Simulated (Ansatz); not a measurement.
Input and command of a calculation in Ansatz (plane waves; scalar-relativistic PAW potentials unless the input names others):

```yaml
crystal:
  lattice:
    - [3.9791438971, 0.0, 0.0]
    - [0.0, 1.9895719486, -1.9895719486]
    - [0.0, 8.5551593788, 7.3614162096]
  atoms:
    - { symbol: Li, position: [0.0, -0.05625, 0.1875] }
    - { symbol: Li, position: [0.5, 0.40625, 0.3125] }
    - { symbol: Li, position: [0.0, -0.13125, 0.4375] }
    - { symbol: Li, position: [0.5, 0.33125, 0.5625] }
    - { symbol: Li, position: [0.0, -0.20625, 0.6875] }
    - { symbol: Li, position: [0.5, 0.25625, 0.8125] }
    - { symbol: Li, position: [0.0, -0.28125, 0.9375] }
    - { symbol: Li, position: [0.5, 0.48125, 0.0625] }
    - { symbol: H, position: [0.5, -0.05625, 0.1875] }
    - { symbol: H, position: [0.0, 0.40625, 0.3125] }
    - { symbol: H, position: [0.5, -0.13125, 0.4375] }
    - { symbol: H, position: [0.0, 0.33125, 0.5625] }
    - { symbol: H, position: [0.5, -0.20625, 0.6875] }
    - { symbol: H, position: [0.0, 0.25625, 0.8125] }
    - { symbol: H, position: [0.5, -0.28125, 0.9375] }
    - { symbol: H, position: [0.0, 0.48125, 0.0625] }
kpoints:
  mp_grid: { grid: [6, 8, 2] }
hamiltonian:
  xc: r2scan
scf:
  occupations: { method: gaussian, width: 0.05 }
  lower_state_search: standard
output:
  forces: true
  eigenvalues: true
  stress: true
total_charge: 1
```

```bash
ansatz run input.yaml --threads 2 --pin off --max-ram 5120MiB --backend cpu --events-out ev --progress --plain --runs-dir out
```

Abridged log:
```
Pseudopotentials: kind: paw
Pseudopotential: Li, paw, valence charge 3, recommended cutoff 500 eV (meta_gga)
Pseudopotential: H, paw, valence charge 1, recommended cutoff 500 eV (meta_gga)
Functional definition: r2SCAN
Crystal: 16 atoms, lattice volume = 126.008 Å³
Basis set: ecut = 500 eV, 3193 PW (Γ), exchange–correlation on 120×96×360 points (64 copies of the dense FFT grid, shifted against one another)
Bands: 32, of which v1, the nominal top of the filled ones, is band 16 counted from 1 (15 counted from 0)
Symmetry: 4 space group operations
Space group: P21/m (ITA 11), of the structure as read, at distance tolerance 5.0e-5 Å
k-points: 40 of 96
Initial density: superposition of atomic densities (neutral atoms scaled as one to the charged cell's electrons: chi_scale 0, normalization atom), corrected by the library's trained network
Initial wavefunctions: pseudopotential atomic-orbital guess
Functional: x = r2scan, c = r2scan; τ floored in thin density (d = 2e-4 eV/Å³)
SCF iter   1: F=-1775.661104 eV  HF=-1775.668589 eV  |F-HF|=7.49e-3  |Δ(HF+E_count)|=         —  Δρ=2.57e-2  dr2=5.09e-1  dr2_τ=1.25e-2  ethr=1.77e-3  ⟨swp⟩=6.7  Hψ=6791  notcnv=0  defer=121
SCF iter   2: F=-1775.790991 eV  HF=-1775.853436 eV  |F-HF|=6.24e-2  |Δ(HF+E_count)|=   1.85e-1  Δρ=1.38e-2  dr2=1.67e-1  dr2_τ=3.72e-3  ethr=1.64e-3  ⟨swp⟩=2.6  Hψ=2273  notcnv=0  defer=417
SCF iter   3: F=-1775.822202 eV  HF=-1775.823257 eV  |F-HF|=1.05e-3  |Δ(HF+E_count)|=   3.02e-2  Δρ=2.26e-3  dr2=6.96e-3  dr2_τ=2.27e-4  ethr=5.37e-4  ⟨swp⟩=2.0  Hψ=1579  notcnv=0  defer=417
SCF iter   4: F=-1775.822387 eV  HF=-1775.823177 eV  |F-HF|=7.90e-4  |Δ(HF+E_count)|=   7.97e-5  Δρ=6.02e-4  dr2=1.55e-3  dr2_τ=8.47e-6  ethr=2.25e-5  ⟨swp⟩=2.6  Hψ=1809  notcnv=0  defer=417
SCF iter   5: F=-1775.823183 eV  HF=-1775.823469 eV  |F-HF|=2.86e-4  |Δ(HF+E_count)|=   2.92e-4  Δρ=2.73e-4  dr2=4.41e-4  dr2_τ=2.72e-6  ethr=5.00e-6  ⟨swp⟩=1.0  Hψ=1023  notcnv=0  defer=417
SCF iter   6: F=-1775.823445 eV  HF=-1775.823489 eV  |F-HF|=4.39e-5  |Δ(HF+E_count)|=   2.04e-5  Δρ=7.20e-5  dr2=5.58e-5  dr2_τ=7.73e-8  ethr=1.42e-6  ⟨swp⟩=1.1  Hψ=1058  notcnv=0  defer=417
SCF iter   7: F=-1775.823489 eV  HF=-1775.823488 eV  |F-HF|=1.51e-7  |Δ(HF+E_count)|=   7.58e-7  Δρ=2.28e-5  dr2=9.71e-7  dr2_τ=1.25e-8  ethr=1.80e-7  ⟨swp⟩=1.3  Hψ=1045  notcnv=0  defer=417
SCF iter   8: F=-1775.823489 eV  HF=-1775.823489 eV  |F-HF|=4.86e-8  |Δ(HF+E_count)|=   4.77e-7  Δρ=7.53e-6  dr2=1.80e-7  dr2_τ=7.12e-10  ethr=3.13e-9  ⟨swp⟩=2.0  Hψ=1153  notcnv=0  defer=417
SCF iter   9: F=-1775.823489 eV  HF=-1775.823489 eV  |F-HF|=1.06e-9  |Δ(HF+E_count)|=   2.85e-8  Δρ=1.63e-6  dr2=8.18e-9  dr2_τ=1.07e-10  ethr=3.23e-10  ⟨swp⟩=9.6  Hψ=6356  notcnv=0
SCF 1 converged in 9 iterations: F = -1775.823489 eV  dr2 = 8.18e-9
SCF converged after 9 iterations
Free energy (F): -1775.823489 eV
Harris-Foulkes:  -1775.823489 eV  (|F-HF|=1.06e-9)
Internal energy: -1775.820522 eV  (E = F + TS)
E sigma→0 (E₀):  -1775.822005 eV
Entropy (-TS):   -0.002967 eV (-0.185 meV/atom)
Fermi energy:    0.013303 eV
--- Forces (eV/Å), atoms counted from 1 ---
  atom   1  Li     0.00000000    -0.03482984    -0.03028286
  atom   2  Li     0.00000000    -0.02928242    -0.00269379
  atom   3  Li     0.00000000    -0.00314130     0.00624183
  atom   4  Li     0.00000000     0.00314130    -0.00624183
  atom   5  Li     0.00000000     0.02928242     0.00269379
  atom   6  Li     0.00000000     0.03482984     0.03028286
  atom   7  Li     0.00000000    -0.60901671    -1.63214063
  atom   8  Li     0.00000000     0.60901671     1.63214063
  atom   9  H      0.00000000    -0.05994751    -0.11460942
  atom  10  H      0.00000000     0.02155121    -0.03825293
  atom  11  H      0.00000000     0.00935652    -0.00932019
  atom  12  H      0.00000000    -0.00935652     0.00932019
  atom  13  H      0.00000000    -0.02155121     0.03825293
  atom  14  H      0.00000000     0.05994751     0.11460942
  atom  15  H      0.00000000    -0.48654395    -1.28975682
  atom  16  H      0.00000000     0.48654395     1.28975682
--- Stress (GPa, compression-positive) ---
       10.011015       0.000000       0.000000
        0.000000      10.639114       1.853702
        0.000000       1.853698      14.976842
  P = ⅓ Tr σ = 11.8757 GPa (118.757 kbar)
```

Apart from outputs and empty bands, the input differs from a reference run on usual settings in hamiltonian.xc: "pbesol" → "r2scan"; total_charge: not typed → 1; scf.lower_state_search: not typed → "standard"; basis.ecutwfc: 420 → not typed. The reference, at the same geometry (not necessarily relaxed), gave pressure 1.65 GPa, largest force 1.519 eV/Å, gap on the mesh 2.09 eV. This run converged in 9 SCF iterations (reference: 6) with a total energy on another zero, pressure 11.88 GPa (with the neutralising background of the charged cell), largest force 1.742 eV/Å, no gap on the mesh.

The run took 12 s on 2 threads of Intel(R) Xeon(R) CPU @ 2.60GHz (Ice Lake), on a shared host, peak memory 0.56 GiB.